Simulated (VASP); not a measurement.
## GaP (strained zincblende): one r²SCAN single-point calculation in two programs

```
Ga P
1.0
     0.00000    2.72540    2.86167
     2.72540    0.00000    2.86167
     2.72540    2.72540    0.00000
Ga P
1 1
Cartesian
  0.0000 0.0000 0.0000
  1.3627 1.3627 1.4308
```

Datasets and cutoffs are each program's own. VASP's cell holds 18 valence electrons and Ansatz's 18. Ansatz's stress includes a Pulay correction; VASP's doesn't.

Cutoffs: 520 eV in VASP, 500 eV in Ansatz. k meshes: 8×8×8 and 8×8×8.

|  | VASP | Ansatz |
| --- | --- | --- |
| gap between bands v and c | 1.72 eV | 1.72 eV |
| least direct gap | 1.79 eV | 1.81 eV |
| pressure | -3.9 GPa | -3.9 GPa |

Band v is the last that the valence electrons fill when counted band by band, and c is the next. Levels in eV from the top of v, Ansatz:

```csv
point,v−1,v,c,c+1
Γ,0.00,0.00,1.81,4.06
X,-2.50,-2.50,2.14,2.35
K,-3.91,-2.42,2.27,4.80
L,-1.40,-0.99,1.73,4.83
W,-3.56,-3.40,5.04,5.10
```

VASP:

| point | v−1 | v | c | c+1 |
| --- | --- | --- | --- | --- |
| Γ | 0.00 | 0.00 | 1.79 | 4.07 |
| X | -2.50 | -2.50 | 2.15 | 2.36 |
| K | -3.90 | -2.41 | 2.28 | 4.81 |
| L | -1.40 | -0.99 | 1.73 | 4.85 |
| W | -3.56 | -3.39 | 5.05 | 5.11 |
